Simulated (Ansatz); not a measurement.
# Point defect: Ga on an In site in InP

These are results of Ansatz, DFT PBE, scalar-relativistic, plane waves, PAW, not measurements. Run with 420 eV cutoff, 4×4×4 k-mesh, shifted by half a step, Gaussian smearing of 0.02 eV, collinear spin in charge +1, -1 alone.

Host crystal, relaxed:

```yaml
crystal:
  lattice:
    - [0.00000, 2.97989, 2.97989]
    - [2.97989, 0.00000, 2.97989]
    - [2.97989, 2.97989, 0.00000]
  atoms:
    - { symbol: In, position: [0.00000, 0.00000, 0.00000] }
    - { symbol: P, position: [0.25000, 0.25000, 0.25000] }
```

Supercell of 32 atoms, rows in host cell vectors: 3 -1 -1; -1 3 -1; -1 -1 3. Atoms relax at the host's cell, keeping the symmetry that the supercell leaves at the site. The cell is small, so energies carry finite-size errors of tenths of an eV. The host's Kohn–Sham gap is 0.44 eV.

Starting moments were lost in some runs.

Defect: Ga on an In site at (0.000, 0.000, 0.000) of the host cell, charge 0.

(1) Give the relaxed supercell.

Results:

(1)
```
CELL_PARAMETERS angstrom
-5.95979 5.95979 5.95979
5.95979 -5.95979 5.95979
5.95979 5.95979 -5.95979
ATOMIC_POSITIONS crystal
Ga 0.50000 0.50000 0.00000
In 0.50000 0.74827 0.75277
In 0.50000 0.00000 0.50000
In 0.74827 0.25277 0.00000
In 0.50000 0.25277 0.24827
In 0.74827 0.50000 0.75277
In 0.74723 0.74723 0.49550
In 0.00000 0.00000 0.00000
In 0.74723 0.99550 0.24723
In 0.00450 0.25173 0.75173
In 0.00000 0.50000 0.50000
In 0.25277 0.74827 0.00000
In 0.99550 0.74723 0.24723
In 0.25173 0.00450 0.75173
In 0.25173 0.25173 0.50450
In 0.25277 0.50000 0.24827
P 0.26396 0.50000 0.00000
P 0.25079 0.75243 0.75079
P 0.24757 0.99836 0.49836
P 0.50000 0.26396 0.00000
P 0.25079 0.25079 0.25243
P 0.50000 0.50000 0.76396
P 0.50000 0.74921 0.50164
P 0.74921 0.00164 0.00000
P 0.50000 0.00164 0.24921
P 0.75243 0.25079 0.75079
P 0.74921 0.50000 0.50164
P 0.00164 0.74921 0.00000
P 0.73604 0.73604 0.23604
P 0.99836 0.99836 0.74757
P 0.99836 0.24757 0.49836
P 0.00164 0.50000 0.24921
```
Around the defect: 4 P at 2.44 Å. The run ended with a moment of 0.00 μB (no spin polarisation).